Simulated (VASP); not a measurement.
# ZnSe (F-43m) in VASP: notebook

The runs below take ZnSe through band structure, Born charges and dielectric tensor, with PBE.

All numbers are computed with VASP 6.6.1; they aren't measurements. Logs are shortened: lines on timing, memory, paths and dates and some standing lists are left out, and cuts for length are marked.

## 1. The crystal as given

The structure is cubic, space group F-43m (No. 216). The conventional cell has a = 5.922 Å, b = 5.922 Å, c = 5.922 Å, α = 90.00°, β = 90.00°, γ = 90.00°. Zn (site symmetry -43m) is surrounded by 4 Se at 2.56 Å. Around Se (site symmetry -43m) lie 4 Zn at 2.56 Å.

## 2. Band structure, PBE

File POSCAR:

```
ZnSe                                    
1.0
    0.0000000000      2.9611006021      2.9611006021
    2.9611006021      0.0000000000      2.9611006021
    2.9611006021      2.9611006021      0.0000000000
  Zn              Se            
     1     1
Direct
     1.0000000000000000    1.0000000000000000    0.0000000000000000
     0.2500000000000000    0.2500000000000000    0.2500000000000000
```

File INCAR.step1:

```
ALGO = Normal
EDIFF = 1E-7
ENCUT = 520
GGA = PE
ISIF = 2
ISMEAR = 0
LASPH = True
LCHARG = True
LREAL = False
LWAVE = False
NBANDS = 16
NELM = 60
PREC = Accurate
SIGMA = 0.02
```

File KPOINTS.step1:

```
k-points
0
Gamma
  2 2 2
```

File INCAR.step2:

```
ALGO = Normal
EDIFF = 1E-7
ENCUT = 520
GGA = PE
ICHARG = 11
ISIF = 2
ISMEAR = 0
LASPH = True
LCHARG = False
LREAL = False
LWAVE = False
NBANDS = 16
NELM = 60
PREC = Accurate
SIGMA = 0.05
```

File KPOINTS.step2:

```
path GXWKGLUWLK,UX
10
line-mode
reciprocal
 0.0000000000  0.0000000000  0.0000000000  G
 0.5000000000  0.0000000000  0.5000000000  X

 0.5000000000  0.0000000000  0.5000000000  X
 0.5000000000  0.2500000000  0.7500000000  W

 0.5000000000  0.2500000000  0.7500000000  W
 0.3750000000  0.3750000000  0.7500000000  K

 0.3750000000  0.3750000000  0.7500000000  K
 0.0000000000  0.0000000000  0.0000000000  G

 0.0000000000  0.0000000000  0.0000000000  G
 0.5000000000  0.5000000000  0.5000000000  L

 0.5000000000  0.5000000000  0.5000000000  L
 0.6250000000  0.2500000000  0.6250000000  U

 0.6250000000  0.2500000000  0.6250000000  U
 0.5000000000  0.2500000000  0.7500000000  W

 0.5000000000  0.2500000000  0.7500000000  W
 0.5000000000  0.5000000000  0.5000000000  L

 0.5000000000  0.5000000000  0.5000000000  L
 0.3750000000  0.3750000000  0.7500000000  K

 0.6250000000  0.2500000000  0.6250000000  U
 0.5000000000  0.0000000000  0.5000000000  X
```

Potentials or basis: VASP PAW PBE potentials, release 64 (Zn, Se).

Command:

```
$ cat potpaw_PBE.64/Zn/POTCAR potpaw_PBE.64/Se/POTCAR > POTCAR
$ cp INCAR.step1 INCAR
$ cp KPOINTS.step1 KPOINTS
$ mpirun -np 1 vasp_std > vasp.out
$ cp INCAR.step2 INCAR
$ cp KPOINTS.step2 KPOINTS
$ mpirun -np 1 vasp_std > vasp.out
```

OUTCAR:

```text
EDIFF = 1E-7
   ENCUT = 520
   GGA = PE
   ICHARG = 11
   ISIF = 2
   ISMEAR = 0
   LASPH = True
   LREAL = False
   NELM = 60
   PREC = Accurate

 ion  position               nearest neighbor table
   1  0.000  0.000  0.000-   2 2.56   2 2.56   2 2.56   2 2.56
   2  0.250  0.250  0.250-   1 2.56   1 2.56   1 2.56   1 2.56

  LATTYP: Found a face centered cubic cell.
 ALAT       =     5.9222012042

  Lattice vectors:

 A1 = (   0.0000000000,   2.9611006021,   2.9611006021)
 A2 = (   2.9611006021,   0.0000000000,   2.9611006021)
 A3 = (   2.9611006021,   2.9611006021,   0.0000000000)

Analysis of symmetry for initial positions (statically):
=====================================================================
 Subroutine PRICEL returns:
 Original cell was already a primitive cell.

 Routine SETGRP: Setting up the symmetry group for a
 face centered cubic supercell.

 Subroutine GETGRP returns: Found 24 space group operations
 (whereof 24 operations were pure point group operations)
 out of a pool of 48 trial point group operations.

The static configuration has the point symmetry T_d .

Analysis of symmetry for dynamics (positions and initial velocities):
=====================================================================
 Subroutine PRICEL returns:
 Original cell was already a primitive cell.

 Routine SETGRP: Setting up the symmetry group for a
 face centered cubic supercell.

 Subroutine GETGRP returns: Found 24 space group operations
 (whereof 24 operations were pure point group operations)
 out of a pool of 48 trial point group operations.

The dynamic configuration has the point symmetry T_d .

 Subroutine INISYM returns: Found 24 space group operations
 (whereof 24 operations are pure point group operations),
 and found     1 'primitive' translations

----------------------------------------------------------------------------------------

                                     Primitive cell

  volume of cell :      51.9266

  direct lattice vectors                    reciprocal lattice vectors
     0.000000000  2.961100602  2.961100602    -0.168856134  0.168856134  0.168856134
     2.961100602  0.000000000  2.961100602     0.168856134 -0.168856134  0.168856134
     2.961100602  2.961100602  0.000000000     0.168856134  0.168856134 -0.168856134

  length of vectors
     4.187628631  4.187628631  4.187628631     0.292467403  0.292467403  0.292467403

  position of ions in fractional coordinates (direct lattice)
     0.000000000  0.000000000  0.000000000
     0.250000000  0.250000000  0.250000000

  ion indices of the primitive-cell ions
   primitive index   ion index
                 1           1
                 2           2

----------------------------------------------------------------------------------------

 KPOINTS: path GXWKGLUWLK,UX

Interpolating k-points between supplied coordinates.

 Line segments in fractional coordinates (reciprocal lattice):
    0.000000  0.000000  0.000000  ...  0.500000  0.000000  0.500000
    0.500000  0.000000  0.500000  ...  0.500000  0.250000  0.750000
    0.500000  0.250000  0.750000  ...  0.375000  0.375000  0.750000
    0.375000  0.375000  0.750000  ...  0.000000  0.000000  0.000000
    0.000000  0.000000  0.000000  ...  0.500000  0.500000  0.500000
    0.500000  0.500000  0.500000  ...  0.625000  0.250000  0.625000
    0.625000  0.250000  0.625000  ...  0.500000  0.250000  0.750000
    0.500000  0.250000  0.750000  ...  0.500000  0.500000  0.500000
    0.500000  0.500000  0.500000  ...  0.375000  0.375000  0.750000
    0.625000  0.250000  0.625000  ...  0.500000  0.000000  0.500000

 Generated    10 points on each line segment, for a total of    100 k-points:

 Following reciprocal coordinates:
            Coordinates               Weight
  0.000000  0.000000  0.000000      0.010000
  0.055556  0.000000  0.055556      0.010000
  0.111111  0.000000  0.111111      0.010000
  0.166667  0.000000  0.166667      0.010000
  0.222222  0.000000  0.222222      0.010000
  0.277778  0.000000  0.277778      0.010000
[... 16 lines left out ...]
  0.472222  0.277778  0.750000      0.010000
  0.458333  0.291667  0.750000      0.010000
 [... further k-points ...]
   k-points           NKPTS =    100   k-points in BZ     NKDIM =    100   number of bands    NBANDS=     16
   number of dos      NEDOS =    301   number of ions     NIONS =      2
   total plane-waves  NPLWV =  32768
   dimension x,y,z NGX =    32 NGY =   32 NGZ =   32
   dimension x,y,z NGXF=    64 NGYF=   64 NGZF=   64
   ions per type =               1   1
   NGX,Y,Z   is equivalent  to a cutoff of  12.70, 12.70, 12.70 a.u.
   NGXF,Y,Z  is equivalent  to a cutoff of  25.41, 25.41, 25.41 a.u.
 SYSTEM =  unknown system
   PREC   = accura    normal or accurate (medium, high low for compatibility)
   ISTART =      0    job   : 0-new  1-cont  2-samecut
   ICHARG =     11    charge: 1-file 2-atom 10-const
   ISPIN  =      1    spin polarized calculation?
   LNONCOLLINEAR =      F non collinear calculations
   LSORBIT =      F    spin-orbit coupling
   LASPH  =      T    aspherical Exc in radial PAW
   ENCUT  =  520.0 eV  38.22 Ry    6.18 a.u.   7.79  7.79  7.79*2*pi/ulx,y,z
   NELM   =     60;   NELMIN=  2; NELMDL=  0     # of ELM steps
   EDIFF  = 0.1E-06   stopping-criterion for ELM
   LREAL  =      F    real-space projection
   EDIFFG = 0.1E-05   stopping-criterion for IOM
   NSW    =      0    number of steps for IOM
   IBRION =     -1    ionic relax: 0-MD 1-quasi-New 2-CG
   NFREE  =      0    steps in history (QN), initial steepest desc. (CG)
   ISIF   =      2    stress and relaxation
   ISYM   =      2    0-nonsym 1-usesym 2-fastsym
   POTIM  = 0.5000    time-step for ionic-motion
   TEBEG  =    0.0;   TEEND  =   0.0 temperature during run
   PSTRESS=    0.0 pullay stress
   NELECT =      18.0000    total number of electrons
   NUPDOWN=      -1.0000    fix difference up-down
   EMIN   =  10.00;   EMAX   =-10.00  energy-range for DOS
   EFERMI =   0.00;   METHOD = LEGACY
   ISMEAR =     0;   SIGMA  =   0.05  broadening in eV -4-tet -1-fermi 0-gaus
   EFERMI_NEDOS =   21; number of points for ismear=-14 and -15
   IALGO  =     38    algorithm
   IMIX   =      4    mixing-type and parameters
     AMIX     =   0.40;   BMIX     =  1.00
     AMIX_MAG =   1.60;   BMIX_MAG =  1.00
  volume/ion in A,a.u.               =      25.96       175.21
  Fermi-wavevector in a.u.,A,eV,Ry     =   1.150012  2.173208 17.994091  1.322528
  Thomas-Fermi vector in A             =   2.286679
   LORBIT       =      0    0 simple, 1 ext, 2 COOP (PROOUT), +10 PAW based schemes
   GGA     = PE    functional components
   LHFCALC =     F    Hartree Fock is set to
   AEXX    =    0.0000 exact exchange contribution
   IVDW    =     0    specifies the selected vdW correction
   LEPSILON=     F    determine dielectric tensor
   LRPA    =     F    only Hartree local field effects (RPA)
 non-spin polarized calculation
 Gauss-broadening in eV      SIGMA  =   0.05
  energy-cutoff  :      520.00
  volume of cell :       51.93
 maximum number of plane-waves:      1424
 NGX is ok and might be reduce to    32

 number of electron      17.9999986 magnetization

 Free energy of the ion-electron system (eV)
  ---------------------------------------------------
  ext. energy  EPLUGINS =         0.00000000
  ---------------------------------------------------
  free energy    TOTEN  =        -6.19846559 eV

  energy without entropy =       -6.19846559  energy(sigma->0) =       -6.19846559

 E-fermi :   1.1273     XC(G=0):  -8.5704

 val. band max:        0.9077702605   @ k =   0.0000   0.0000   0.0000
 cond. band min:       1.5209279396   @ k =   0.0000   0.0000   0.0000
 fundamental gap:      0.6131576791
 Fermi energy:         1.1272860438

 k-point     1 :       0.0000    0.0000    0.0000
  band No.  band energies     occupation
      1     -11.5300      2.00000
      2      -5.6497      2.00000
      3      -5.6497      2.00000
      4      -5.6497      2.00000
      5      -5.4131      2.00000
      6      -5.4131      2.00000
[... 8 lines left out ...]
     15      11.8910      0.00000
     16      11.8910      0.00000

 k-point     2 :       0.0556    0.0000    0.0556
  band No.  band energies     occupation
      1     -11.5082      2.00000
      2      -5.6489      2.00000
      3      -5.6455      2.00000
      4      -5.6455      2.00000
      5      -5.4147      2.00000
      6      -5.4121      2.00000
[... 8 lines left out ...]
     15      11.3202      0.00000
     16      11.9326      0.00000

 k-point     3 :       0.1111    0.0000    0.1111
  band No.  band energies     occupation
      1     -11.4443      2.00000
      2      -5.6455      2.00000
      3      -5.6332      2.00000
      4      -5.6332      2.00000
      5      -5.4188      2.00000
      6      -5.4093      2.00000
[... 8 lines left out ...]
     15      11.1645      0.00000
     16      12.0573      0.00000

 k-point     4 :       0.1667    0.0000    0.1667
  band No.  band energies     occupation
      1     -11.3437      2.00000
      2      -5.6379      2.00000
      3      -5.6136      2.00000
      4      -5.6136      2.00000
      5      -5.4242      2.00000
      6      -5.4049      2.00000
[... 8 lines left out ...]
     15      12.0794      0.00000
     16      12.2634      0.00000
[... 324 lines left out ...]
 k-point    22 :       0.4861    0.2639    0.7500
  band No.  band energies     occupation
      1     -10.7004      2.00000
      2      -5.5505      2.00000
      3      -5.5194      2.00000
      4      -5.4342      2.00000
      5      -5.4187      2.00000
      6      -5.1905      2.00000
[... 8 lines left out ...]
     15      13.7389      0.00000
     16      14.1760      0.00000

 k-point    23 :       0.4722    0.2778    0.7500
  band No.  band energies     occupation
      1     -10.7025      2.00000
      2      -5.5514      2.00000
      3      -5.5193      2.00000
      4      -5.4378      2.00000
      5      -5.4151      2.00000
      6      -5.1930      2.00000
[... 8 lines left out ...]
     15      13.5918      0.00000
     16      14.2069      0.00000

 k-point    24 :       0.4583    0.2917    0.7500
  band No.  band energies     occupation
      1     -10.7054      2.00000
      2      -5.5531      2.00000
      3      -5.5188      2.00000
      4      -5.4417      2.00000
      5      -5.4112      2.00000
      6      -5.1964      2.00000
[... 8 lines left out ...]
     15      13.3775      0.00000
     16      14.3153      0.00000

 [... further k-points ...]

------------------------ aborting loop because EDIFF is reached ----------------------------------------

  FORCE on cell =-STRESS in cart. coord.  units (eV):
  Direction    XX          YY          ZZ          XY          YZ          ZX
  --------------------------------------------------------------------------------------
  -------------------------------------------------------------------------------------
  Total       -2.4655294     -2.4655294     -2.4655294     -0.0000000      0.0000000     -0.0000000
  in kB      -76.0731284    -76.0731284    -76.0731284     -0.0000000      0.0000000     -0.0000000
  external PRESSURE =     -76.0731284 kB  Pullay stress =       0.0000000 kB

 VOLUME and BASIS-vectors are now :
 -----------------------------------------------------------------------------
  energy-cutoff  :      520.00
  volume of cell :       51.93
      direct lattice vectors                 reciprocal lattice vectors
     0.000000000  2.961100602  2.961100602    -0.168856134  0.168856134  0.168856134
     2.961100602  0.000000000  2.961100602     0.168856134 -0.168856134  0.168856134
     2.961100602  2.961100602  0.000000000     0.168856134  0.168856134 -0.168856134

 POSITION                                       TOTAL-FORCE (eV/Angst)
 -----------------------------------------------------------------------------------
      0.00000      0.00000      0.00000         0.000000      0.000000     -0.000000
      1.48055      1.48055      1.48055        -0.000000     -0.000000      0.000000
 -----------------------------------------------------------------------------------
    total drift:                               -0.000001     -0.000001     -0.000001

  FREE ENERGIE OF THE ION-ELECTRON SYSTEM (eV)
  ---------------------------------------------------
  free  energy   TOTEN  =        -6.1984655860 eV

  energy  without entropy=       -6.1984655860  energy(sigma->0) =       -6.19846559
```

Wall time 15 s (1 thread of Intel Xeon 6975P-C (Granite Rapids), shared host); peak memory 0.23 GiB.

Results:

```yaml
Band_gap_on_the_k_mesh: 0.61 eV, direct
Band_gap_along_the_path: 0.61 eV, direct
```

Levels at the corners of the path, in eV from the valence-band top:
```tsv
point	band 6	band 7	band 8	band 9	band 10	band 11	band 12	band 13
Γ	-6.32	0.00	0.00	0.00	0.61	5.55	5.55	5.55
X	-6.17	-4.39	-1.81	-1.81	3.05	3.22	9.87	10.19
X	-6.17	-4.39	-1.81	-1.81	3.05	3.22	9.87	10.19
W	-6.10	-4.26	-2.34	-2.18	4.80	5.35	6.42	7.58
W	-6.10	-4.26	-2.34	-2.18	4.80	5.35	6.42	7.58
K	-6.12	-4.29	-2.58	-1.49	3.42	5.16	8.58	8.62
K	-6.12	-4.29	-2.58	-1.49	3.42	5.16	8.58	8.62
Γ	-6.32	0.00	0.00	0.00	0.61	5.55	5.55	5.55
Γ	-6.32	0.00	0.00	0.00	0.61	5.55	5.55	5.55
L	-6.20	-4.60	-0.72	-0.72	2.11	6.14	6.14	8.08
L	-6.20	-4.60	-0.72	-0.72	2.11	6.14	6.14	8.08
U	-6.12	-4.29	-2.58	-1.49	3.42	5.16	8.58	8.62
U	-6.12	-4.29	-2.58	-1.49	3.42	5.16	8.58	8.62
W	-6.10	-4.26	-2.34	-2.18	4.80	5.35	6.42	7.58
W	-6.10	-4.26	-2.34	-2.18	4.80	5.35	6.42	7.58
L	-6.20	-4.60	-0.72	-0.72	2.11	6.14	6.14	8.08
L	-6.20	-4.60	-0.72	-0.72	2.11	6.14	6.14	8.08
K	-6.12	-4.29	-2.58	-1.49	3.42	5.16	8.58	8.62
U	-6.12	-4.29	-2.58	-1.49	3.42	5.16	8.58	8.62
X	-6.17	-4.39	-1.81	-1.81	3.05	3.22	9.87	10.19
```

Caveat: the k mesh is coarse (spacing up to 0.92 Å⁻¹), so the values aren't converged; the log is that of the step along the path at fixed density, whose energy, stress, charges and moments have no meaning.

[end of part 1 of 2]
